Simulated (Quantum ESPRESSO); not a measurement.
# C (Fd-3m) in Quantum ESPRESSO: density of states with optB88-vdW

Aim: the density of states of C with optB88-vdW.

Everything below comes from runs of Quantum ESPRESSO 7.5. Logs are shortened: lines on timing, memory, paths and dates and some standing lists are left out, and cuts for length are marked.

### Step 1. The undisturbed crystal

It takes space group Fd-3m (No. 227, cubic). The conventional cell has a = 3.567 Å, b = 3.567 Å, c = 3.567 Å, α = 90.00°, β = 90.00°, γ = 90.00°. C (site symmetry -43m) is surrounded by 4 C at 1.54 Å.

This isn't the form of C at room conditions, which is graphite.

### Step 2. Density of states, optB88-vdW (volume scaled by 0.88)

Contents of pw.in:

```
&CONTROL
  calculation = 'scf'
  prefix = 'pwscf'
  outdir = './tmp'
  pseudo_dir = './pseudo'
  tprnfor = .true.
  tstress = .true.
  disk_io = 'low'
/
&SYSTEM
  space_group = 227
  A = 3.41794977
  nat = 1
  ntyp = 1
  ecutwfc = 45
  ecutrho = 360
  nbnd = 9
  input_dft = 'vdw-df-obk8'
  occupations = 'fixed'
/
&ELECTRONS
  conv_thr = 4d-10
  electron_maxstep = 120
  mixing_beta = 0.5
/
ATOMIC_SPECIES
C     12.0110 c_pbe_v1.2.uspp.F.UPF
ATOMIC_POSITIONS crystal_sg
C      0.2500000000    0.2500000000    0.2500000000
K_POINTS automatic
13 13 13 0 0 0
```

Contents of nscf.in:

```
&CONTROL
  calculation = 'nscf'
  prefix = 'pwscf'
  outdir = './tmp'
  pseudo_dir = './pseudo'
  disk_io = 'low'
/
&SYSTEM
  space_group = 227
  A = 3.41794977
  nat = 1
  ntyp = 1
  ecutwfc = 45
  ecutrho = 360
  nbnd = 9
  input_dft = 'vdw-df-obk8'
  occupations = 'tetrahedra_opt'
/
&ELECTRONS
  conv_thr = 1d-08
  electron_maxstep = 120
  mixing_beta = 0.5
/
ATOMIC_SPECIES
C     12.0110 c_pbe_v1.2.uspp.F.UPF
ATOMIC_POSITIONS crystal_sg
C      0.2500000000    0.2500000000    0.2500000000
K_POINTS automatic
20 20 20 0 0 0
```

Contents of dos.in:

```
&DOS
  prefix = 'pwscf'
  outdir = './tmp'
  fildos = 'dos.dat'
  Emin = 2
  Emax = 27
  DeltaE = 0.05
/
```

Potentials or basis: GBRV 1.5 PBE.

The run is started by

```
$ OMP_NUM_THREADS=1 pw.x -in pw.in > pw.out
$ OMP_NUM_THREADS=1 pw.x -in nscf.in > nscf.out
$ OMP_NUM_THREADS=1 dos.x -in dos.in > dos.out
```

pw.out:

```text
This program is part of the open-source Quantum ESPRESSO suite
     for quantum simulation of materials; please cite
         "P. Giannozzi et al., J. Phys.:Condens. Matter 21 395502 (2009);
         "P. Giannozzi et al., J. Phys.:Condens. Matter 29 465901 (2017);
         "P. Giannozzi et al., J. Chem. Phys. 152 154105 (2020);
     in publications or presentations arising from this work. More details at

     IMPORTANT: XC functional enforced from input :
     Exchange-correlation= VDW-DF-OBK8
                           (   1   4  23   0   1   0   0)
     Any further DFT definition will be discarded
     Please, verify this is what you really want

     G-vector sticks info
     --------------------
     sticks:   dense  smooth     PW     G-vecs:    dense   smooth      PW
     Sum         511     253     91                 7799     2733     561

     Using Slab Decomposition

     bravais-lattice index     =            2
     lattice parameter (alat)  =       6.4590  a.u.
     unit-cell volume          =      67.3649 (a.u.)^3
     number of atoms/cell      =            2
     number of atomic types    =            1
     number of electrons       =         8.00
     number of Kohn-Sham states=            9
     kinetic-energy cutoff     =      45.0000  Ry
     charge density cutoff     =     360.0000  Ry
     scf convergence threshold =      4.0E-10
     mixing beta               =       0.5000
     number of iterations used =            8  plain     mixing
     Exchange-correlation= VDW-DF-OBK8
                           (   1   4  23   0   1   0   0)

     celldm(1)=   6.458989  celldm(2)=   0.000000  celldm(3)=   0.000000
     celldm(4)=   0.000000  celldm(5)=   0.000000  celldm(6)=   0.000000

     crystal axes: (cart. coord. in units of alat)
               a(1) = (  -0.500000   0.000000   0.500000 )
               a(2) = (   0.000000   0.500000   0.500000 )
               a(3) = (  -0.500000   0.500000   0.000000 )

     reciprocal axes: (cart. coord. in units 2 pi/alat)
               b(1) = ( -1.000000 -1.000000  1.000000 )
               b(2) = (  1.000000  1.000000  1.000000 )
               b(3) = ( -1.000000  1.000000 -1.000000 )

     PseudoPot. # 1 for C  read from file:
     c_pbe_v1.2.uspp.F.UPF
     Pseudo is Ultrasoft + core correction, Zval =  4.0
     Generated by new atomic code, or converted to UPF format
     Using radial grid of  721 points,  4 beta functions with:
                l(1) =   0
                l(2) =   0
                l(3) =   1
                l(4) =   1
     Q(r) pseudized with  8 coefficients,  rinner =    1.100   1.100   1.100

     atomic species   valence    mass     pseudopotential
     C                 4.00    12.01100     C ( 1.00)

     48 Sym. Ops., with inversion, found (24 have fractional translation)

   Cartesian axes

     site n.     atom                  positions (alat units)
         1        C      tau(   1) = (   0.0000000   0.0000000   0.0000000  )
         2        C      tau(   2) = (  -0.7500000   0.7500000   0.7500000  )

     number of k points=    84
                       cart. coord. in units 2pi/alat
        k(    1) = (   0.0000000   0.0000000   0.0000000), wk =   0.0009103
        k(    2) = (  -0.0769231   0.0769231  -0.0769231), wk =   0.0072827
        k(    3) = (  -0.1538462   0.1538462  -0.1538462), wk =   0.0072827
        k(    4) = (  -0.2307692   0.2307692  -0.2307692), wk =   0.0072827
        k(    5) = (  -0.3076923   0.3076923  -0.3076923), wk =   0.0072827
        k(    6) = (  -0.3846154   0.3846154  -0.3846154), wk =   0.0072827
[... 76 lines left out ...]
        k(   83) = (   0.6153846   0.0000000   0.9230769), wk =   0.0218480
        k(   84) = (   0.5384615  -0.0769231   1.0000000), wk =   0.0218480

     Dense  grid:     7799 G-vectors     FFT dimensions: (  32,  32,  32)

     Smooth grid:     2733 G-vectors     FFT dimensions: (  20,  20,  20)

     Initial potential from superposition of free atoms

     starting charge       7.9999, renormalised to       8.0000

     %%%%%%%%%%%%%%%%%%%%%%%%%%%%%%%%%%%%%%%%%%%%%%%%%%%%%%%%%%%%%%%%%%%%%%%%
     %                                                                      %
     % You are using vdW-DF, which was implemented by the Thonhauser group. %
     % Please cite the following two papers that made this development      %
     % possible and the two reviews that describe the various versions:     %
     %                                                                      %
     %   T. Thonhauser et al., PRL 115, 136402 (2015).                      %
     %   T. Thonhauser et al., PRB 76, 125112 (2007).                       %
     %   K. Berland et al., Rep. Prog. Phys. 78, 066501 (2015).             %
     %   D.C. Langreth et al., J. Phys.: Condens. Matter 21, 084203 (2009). %
     %                                                                      %
     % If you are calculating stress with vdW-DF, please also cite:         %
     %                                                                      %
     %   R. Sabatini et al., J. Phys.: Condens. Matter 24, 424209 (2012).   %
     %                                                                      %
     %%%%%%%%%%%%%%%%%%%%%%%%%%%%%%%%%%%%%%%%%%%%%%%%%%%%%%%%%%%%%%%%%%%%%%%%

     %%%%%%%%%%%%%%%%%%%%%%%%%%%%%%%%%%%%%%%%%%%%%%%%%%%%%%%%%%%%%%%%%%%%%%%%
     %                                                                      %
     %  vdW-DF NEWS:                                                        %
     %                                                                      %
     %  * vdW-DF3 is now available. DOI: 10.1021/acs.jctc.0c00471           %
     %    use with input_dft = 'vdW-DF3-opt1' or 'vdW-DF3-opt2'             %
     %                                                                      %
     %  * Unscreened and range-separated hybrid vdW-DF-cx functionals       %
     %    DOI: 10.1063/1.4986522 and 10.1088/1361-648X/ac2ad2               %
     %    use with input_dft = 'vdW-DF-cx0'    and 'vdW-DF-ahcx'            %
     %  * Unscreened and range-separated hybrid vdW-DF2-b86r functionals    %
     %    DOI: 10.1063/1.4986522 and DOI: 10.1103/PhysRevX.12.041003        %
     %    use with input_dft = 'vdW-DF2-br0' and 'vdW-DF2-ahbr'             %
     %                                                                      %
     %%%%%%%%%%%%%%%%%%%%%%%%%%%%%%%%%%%%%%%%%%%%%%%%%%%%%%%%%%%%%%%%%%%%%%%%

     Starting wfcs are    8 randomized atomic wfcs +    1 random wfcs

     Self-consistent Calculation

     iteration #  1     ecut=    45.00 Ry     beta= 0.50
     Davidson diagonalization with overlap
     ethr =  1.00E-02,  avg # of iterations =  4.0

     total energy              =     -23.04122740 Ry
     estimated scf accuracy    <       0.16917508 Ry
[... 36 lines left out ...]
     iteration #  7     ecut=    45.00 Ry     beta= 0.50
     Davidson diagonalization with overlap
     ethr =  5.49E-11,  avg # of iterations =  2.0

     End of self-consistent calculation

          k = 0.0000 0.0000 0.0000 (   331 PWs)   bands (ev):

    -7.4851  15.6214  15.6214  15.6214  21.6737  21.6737  21.6737  32.0573
    36.8985
[... 413 lines left out ...]
     2.1093   3.6776   5.9295   6.9980  26.4919  26.8137  29.5175  30.7326
    37.9829

     highest occupied, lowest unoccupied level (ev):    15.6214   20.2446

!    total energy              =     -23.03984334 Ry
     estimated scf accuracy    <          2.5E-10 Ry

     The total energy is the sum of the following terms:
     one-electron contribution =       9.50710607 Ry
     hartree contribution      =       1.84589481 Ry
     xc contribution           =      -7.70483806 Ry
     ewald contribution        =     -26.68800615 Ry

     convergence has been achieved in   7 iterations

     Forces acting on atoms (cartesian axes, Ry/au):

     atom    1 type  1   force =     0.00000000    0.00000000    0.00000000
     atom    2 type  1   force =     0.00000000    0.00000000    0.00000000

     Total force =     0.000000     Total SCF correction =     0.000000

     Computing stress (Cartesian axis) and pressure

          total   stress  (Ry/bohr**3)                   (kbar)     P=      745.02
   0.00506451  -0.00000000  -0.00000000          745.02       -0.00       -0.00
  -0.00000000   0.00506451   0.00000000           -0.00      745.02        0.00
   0.00000000   0.00000000   0.00506451            0.00        0.00      745.02

=------------------------------------------------------------------------------=
   JOB DONE.
=------------------------------------------------------------------------------=
```

nscf.out:

```text
This program is part of the open-source Quantum ESPRESSO suite
     for quantum simulation of materials; please cite
         "P. Giannozzi et al., J. Phys.:Condens. Matter 21 395502 (2009);
         "P. Giannozzi et al., J. Phys.:Condens. Matter 29 465901 (2017);
         "P. Giannozzi et al., J. Chem. Phys. 152 154105 (2020);
     in publications or presentations arising from this work. More details at

[... 115 lines left out ...]

     Number of k-points >= 100: set verbosity='high' to print the bands.

     the Fermi energy is    16.9801 ev
     (compare with:    15.6214 eV, computed in scf)

=------------------------------------------------------------------------------=
   JOB DONE.
=------------------------------------------------------------------------------=
```

Wall time 4.6 min (1 thread of AMD EPYC 7B13 (Zen 3), shared host); peak memory 0.06 GiB.

What came out:

```
Free energy            : -313.4730 eV
Pressure               : 74.5 GPa
Band gap on the k mesh : 4.62 eV, indirect (least direct gap 6.05 eV)
```

States per cell in windows of 0.5 eV (zero at the valence-band top; states under -8 eV left out):
| from (eV) | total |
| --- | --- |
| -8.0 | 0.28 |
| -7.5 | 0.32 |
| -7.0 | 0.36 |
| -6.5 | 0.35 |
| -6.0 | 0.34 |
| -5.5 | 0.32 |
| -5.0 | 0.31 |
| -4.5 | 0.30 |
| -4.0 | 0.29 |
| -3.5 | 0.27 |
| -3.0 | 0.19 |
| -2.5 | 0.14 |
| -2.0 | 0.11 |
| -1.5 | 0.08 |
| -1.0 | 0.06 |
| -0.5 | 0.03 |
| 0.0 | 0.00 |
| 0.5 | 0.00 |
| 1.0 | 0.00 |
| 1.5 | 0.00 |
| 2.0 | 0.00 |
| 2.5 | 0.00 |
| 3.0 | 0.00 |
| 3.5 | 0.00 |
| 4.0 | 0.00 |
| 4.5 | 0.03 |
| 5.0 | 0.09 |
| 5.5 | 0.15 |
| 6.0 | 0.20 |
| 6.5 | 0.23 |
| 7.0 | 0.26 |
| 7.5 | 0.30 |

Caveat: the potentials were made for another functional, which shifts forces and pressure; an odd mesh through Γ misses points on the zone boundary, where band edges often lie.
